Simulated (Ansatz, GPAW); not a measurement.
# CuI with GLLB-SC from a Python script

These are simulated results from GPAW 26.7.0, not measurements. The cell began as a database structure and was relaxed with r2SCAN+rVV10 in plane waves (Ansatz 0.2.0). All runs are without spin polarisation.

The symmetry is Cmcm (No. 63, orthorhombic); conventional cell a = 7.007 Å, b = 7.186 Å, c = 4.322 Å, 27.21 Å³ an atom. Cu has 2 Cu at 2.47 Å and 3 I at 2.57–2.60 Å; I has 3 Cu at 2.57–2.60 Å.

GLLB-SC is a model potential. Its fundamental gap is the Kohn-Sham gap plus a derivative discontinuity, which the script evaluates at the band edges among the listed k points. Its total energy isn't variational and serves nothing here.

The script, run.py:

```python
import json
from ase import Atoms
from gpaw import GPAW, PW, FermiDirac

atoms = Atoms(['Cu', 'Cu', 'I', 'I'],
              cell=[[3.50374604, -3.59315318, 0.0], [3.50374604, 3.59315318, 0.0], [0.0, 0.0, 4.32200961]],
              scaled_positions=[[0.416802513, 0.583197487, 0.75], [0.583197487, 0.416802513, 0.25], [0.777946755, 0.222053245, 0.75], [0.222053245, 0.777946755, 0.25]],
              pbc=True)
calc = GPAW(mode=PW(400), xc='GLLBSC', kpts={'size': (4, 4, 4), 'gamma': True},
            occupations=FermiDirac(0.02), maxiter=100, legacy_gpaw=True, txt='gpaw.txt')
atoms.calc = calc
res = {'energy': atoms.get_potential_energy(force_consistent=True)}
res['electrons'] = calc.get_number_of_electrons()
res['k'] = calc.get_ibz_k_points().tolist()
res['levels'] = [calc.get_eigenvalues(kpt=i).tolist() for i in range(len(res['k']))]
points = [[0.0, 0.0, 0.0], [-0.5, 0.5, 0.0], [-0.487713, 0.512287, 0.0], [0.487713, 0.487713, 0.0], [0.0, 0.0, 0.5], [0.487713, 0.487713, 0.5], [-0.487713, 0.512287, 0.5], [-0.5, 0.5, 0.5], [0.0, 0.5, 0.0]]
bands = calc.fixed_density(kpts=points, symmetry='off', nbands=round(res['electrons']) // 2 + 6, convergence={'bands': -2}, txt='bands.txt')
res['points'] = [bands.get_eigenvalues(kpt=i).tolist() for i in range(len(points))]
homo, lumo = bands.get_homo_lumo()
potential = calc.hamiltonian.xc.response.calculate_discontinuity_potential(homo, lumo)
res['discontinuity'] = bands.hamiltonian.xc.response.calculate_discontinuity(potential)
json.dump(res, open('results.json', 'w'))
print('free energy (eV):', round(res['energy'], 5))
```

Command: `python run.py`. It took 31 s on 1 thread of Arm Neoverse V1 (shared host), peak memory 0.2 GiB.

The log gpaw.txt, trimmed of paths, versions and times, then the last line on the terminal. An iter line gives the energy in eV and the logarithms of the changes of orbitals (plane waves alone) and density (c: converged):

```
___ ___ ___ _ _ _
 |   |   |_  | | | |

 | | | | | . | | | |

 |__ |  _|___|_____|  26.7.0
 |___|_|

Input parameters:
  kpts: {gamma: True,
         size: (4, 4, 4)}
  maxiter: 100
  mode: {ecut: 400.0,
         name: pw}
  occupations: {fixmagmom: False,
                name: fermi-dirac,
                width: 0.02}
  xc: GLLBSC

System changes: positions, numbers, cell, pbc, initial_charges, initial_magmoms

Initialize ...

species:
  Cu:
    name:    Copper
    Z:       29.0
    valence: 11
    core:    18
    charge:  0.0  # [|e|]
    compensation charges:
      type: gauss
      rc: 0.33  # [Å]
      lmax: 2
    cutoffs:
      filter: 2.06  # [Å]
      core: 2.38  # [Å]
    projectors
    | kind |    occ | energy [eV] | rcut [Å] |

    |------|--------|-------------|----------|

    |   4s |  1.000 |      -7.104 |    1.164 |

    |   4p |  0.000 |      -2.358 |    1.164 |

    |   3d | 10.000 |      -8.481 |    1.058 |

    |    s |        |      20.107 |    1.164 |

    |    p |        |      24.854 |    1.164 |

    |    d |        |      18.730 |    1.058 |

    Using partial waves for Cu as LCAO basis

  I:
    name:    Iodine
    Z:       53.0
    valence: 7
    core:    46
    charge:  0.0  # [|e|]
    compensation charges:
      type: gauss
      rc: 0.37  # [Å]
      lmax: 2
    cutoffs:
      filter: 2.06  # [Å]
      core: 2.96  # [Å]
    projectors
    | kind |    occ | energy [eV] | rcut [Å] |

    |------|--------|-------------|----------|

    |   5s |  2.000 |     -20.049 |    1.164 |

    |   5p |  5.000 |     -10.166 |    1.164 |

    |    s |        |       7.162 |    1.164 |

    |    p |        |      17.045 |    1.164 |

    |    d |        |       0.000 |    1.164 |

    Using partial waves for I as LCAO basis

Reference energy: -476887.374398  # eV

Spin-paired calculation

Convergence criteria:
 Maximum [total energy] change in last 3 cyles: 0.0005 eV / valence electron
 Maximum integral of absolute [dens]ity change: 0.0001 electrons / valence electron
 Maximum integral of absolute [eigenst]ate change: 4e-08 eV^2 / valence electron
 Maximum number of scf [iter]ations: 100
 (Square brackets indicate name in SCF output, whereas a 'c' in
 the SCF output indicates the quantity has converged.)

Symmetries present (total): 4

  ( 1  0  0)  ( 0  1  0)  ( 0 -1  0)  (-1  0  0)
  ( 0  1  0)  ( 1  0  0)  (-1  0  0)  ( 0 -1  0)
  ( 0  0  1)  ( 0  0 -1)  ( 0  0  1)  ( 0  0 -1)

64 k-points: 4 x 4 x 4 Monkhorst-Pack grid + [1/8,1/8,1/8]
24 k-points in the irreducible part of the Brillouin zone
       k-points in crystal coordinates                weights
   0:     0.00000000    0.00000000    0.00000000          1/64
   1:     0.00000000    0.00000000    0.25000000          2/64
   2:     0.00000000    0.00000000    0.50000000          1/64
   3:     0.25000000   -0.25000000   -0.25000000          2/64
   4:     0.25000000   -0.25000000    0.00000000          2/64
   5:     0.25000000   -0.25000000    0.25000000          2/64
   6:     0.25000000   -0.25000000    0.50000000          2/64
   7:     0.25000000    0.00000000   -0.25000000          4/64
   8:     0.25000000    0.00000000    0.00000000          4/64
   9:     0.25000000    0.00000000    0.25000000          4/64
          ...
  23:     0.50000000    0.50000000    0.50000000          1/64

Wave functions: Plane wave expansion
  Cutoff energy: 400.000 eV
  Number of coefficients (min, max): 1960, 1988
  Pulay-stress correction: 0.000000 eV/Ang^3 (de/decut=0.000000)
  Using FFTW library
  ScaLapack parameters: grid=1x1, blocksize=None
  Wavefunction extrapolation:
    Improved wavefunction reuse through dual PAW basis

Occupation numbers: Fermi-Dirac:
  width: 0.0200  # eV

Eigensolver
   Davidson(niter=2)

Densities:
  Coarse grid: 24*24*20 grid
  Fine grid: 48*48*40 grid
  Total Charge: 0.000000

Density mixing:
  Method: separate
  Backend: msr1
  Linear mixing parameter: 0.05
  old densities: 10
  Width of damping distribution: 1.1
  Damping of long wavelength oscillations: 20

Hamiltonian:
  XC and Coulomb potentials evaluated on a 48*48*40 grid
  Using the GLLBSC Exchange-Correlation functional
  External potential:
    NoExternalPotential

XC parameters: GLLBSC functional being used consists of
  -----------------------------------------------------------------------
  | Weight | Module     | Description                                   |

  -----------------------------------------------------------------------
  |  1.000 | SCREENING  | GGA_X_PBE_SOL with 2 nearest neighbor stencil |

  |  1.000 | RESPONSE   | eps=0.0500 eV                                 |

  |  1.000 | XC         | GGA_C_PBE_SOL with 2 nearest neighbor stencil |

  -----------------------------------------------------------------------

Memory estimate:
  Process memory now: 114.89 MiB
  Calculator: 37.19 MiB
    Density: 6.66 MiB
      Arrays: 2.29 MiB
      Localized functions: 2.62 MiB
      Mixer: 1.76 MiB
    Hamiltonian: 1.56 MiB
      Arrays: 1.49 MiB
      XC: 0.00 MiB
      Poisson: 0.00 MiB
      vbar: 0.06 MiB
    Wavefunctions: 28.97 MiB
      Arrays psit_nG: 18.93 MiB
      Eigensolver: 1.04 MiB
      Projections: 0.59 MiB
      Projectors: 7.24 MiB
      PW-descriptor: 1.17 MiB

Total number of cores used: 1

Number of atoms: 4
Number of atomic orbitals: 26
Number of bands in calculation: 26
Number of valence electrons: 36
Bands to converge: occupied

... initialized

Initializing position-dependent things.

Density initialized from atomic densities
Creating initial wave functions:
  26 bands from LCAO basis set
Positions:
   0 Cu     3.503746    0.597883    3.241507    ( 0.0000,  0.0000,  0.0000)
   1 Cu     3.503746   -0.597883    1.080502    ( 0.0000,  0.0000,  0.0000)
   2 I      3.503746   -1.997411    3.241507    ( 0.0000,  0.0000,  0.0000)
   3 I      3.503746    1.997411    1.080502    ( 0.0000,  0.0000,  0.0000)

Unit cell:
           periodic     x           y           z      points  spacing
  1. axis:    yes    3.503746   -3.593153    0.000000    24     0.2090
  2. axis:    yes    3.503746    3.593153    0.000000    24     0.2090
  3. axis:    yes    0.000000    0.000000    4.322010    20     0.2161

  Lengths:   5.018664   5.018664   4.322010
  Angles:   90.000000  90.000000  91.443555

Effective grid spacing dv^(1/3) = 0.2114

iter:   1   -12.003246
iter:   2   -11.517597   -0.81  -1.42
iter:   3   -11.472607   -2.55  -1.43
iter:   4   -11.335521   -2.56  -1.55
iter:   5   -11.367168   -3.20  -1.97
iter:   6   -11.439501   -3.28  -1.89
iter:   7   -11.460581   -4.98  -2.44
iter:   8   -11.538560   -3.83  -2.45
iter:   9   -11.544304   -5.42  -3.09
iter:  10   -11.552426c  -5.12  -3.11
iter:  11   -11.543825c  -5.46  -3.25
iter:  12   -11.535950c  -6.33  -3.51
iter:  13   -11.536725c  -7.26  -4.17c
iter:  14   -11.536680c  -8.52c -4.73c

Converged after 14 iterations.

Energy contributions relative to reference atoms: (reference = -476887.374398)

Kinetic:        +97.653924
Potential:      -94.715205
External:        +0.000000
XC:             -16.364057
Entropy (-ST):   -0.000000
Local:           +1.888659
SIC:             +0.000000
--------------------------
Free energy:    -11.536680
Extrapolated:   -11.536680

GLLBSC response reference energy: 3.26875 eV (from HOMO)

Showing only first 2 kpts
 Kpt  Band  Eigenvalues  Occupancy
  0    16      2.39517    2.00000
  0    17      3.26876    2.00000
  0    18      4.80613    0.00000
  0    19      5.44394    0.00000

  1    16      1.95095    2.00000
  1    17      1.97595    2.00000
  1    18      6.01710    0.00000
  1    19      6.02668    0.00000

Fermi level: 4.24225

Gap: 1.537 eV
Transition (v -> c):
  (s=0, k=0, n=17, [0.00, 0.00, 0.00]) -> (s=0, k=0, n=18, [0.00, 0.00, 0.00])
No difference between direct/indirect transitions

free energy (eV): -11.53668
```

The gap in the log is over the mesh alone; results.json adds the listed points. GLLB-SC gives a gap of 2.17 eV (1.537 eV Kohn-Sham over the listed points plus 0.630 eV discontinuity). On the same cell, plane-wave PBE (Ansatz, 6×6×6 k points and the special points) gives a gap of 0.95 eV and r2SCAN a gap of 1.36 eV; on shared hosts these took about 18 and 39 core-seconds on the 4-atom cell, against 31 for the script. Spin-orbit coupling, left out in all these runs, can cut or reorder the gap by tenths of an eV, up to about 1 eV with Pb or Bi.

No spin-orbit coupling is included; it can move band edges with weight on the heavy atoms by tenths of an eV.
